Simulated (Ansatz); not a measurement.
CdSe:

```
Cd Se
1.0
     4.34202    0.00000    0.00000
     2.17101    3.76030    0.00000
     2.17101    1.25343    3.54524
Cd Se
1 1
Direct
  0.00000 0.00000 0.00000
  0.25000 0.25000 0.25000
```

Measurements of this composition are mostly on another form, of space group No. 186.

Base run:

| Quantity | Value |
| --- | --- |
| Program | Ansatz 0.2.0 |
| Functional | RPBE-LYP |
| Potentials or basis | all-electron LAPW, scalar-relativistic |
| Cutoff | 266 eV |
| Density cutoff | 1065 eV |
| Basis error allowed | 0.001 eV/atom |
| k mesh | 8 × 8 × 8 |
| Occupations | fixed |
| Spin | no spin polarisation |

Its results: band gap on the k mesh 0.63 eV, direct; pressure 6.0 GPa.

Problem. The run is repeated on the same cell with these changes: functional from RPBE-LYP to r2SCAN; potentials or basis from all-electron LAPW, scalar-relativistic to all-electron PAW datasets made for the crystal. What comes out?

Solution. Band gap on the k mesh 1.04 eV, direct; pressure -0.2 GPa.

Not every run made on this cell is shown here.
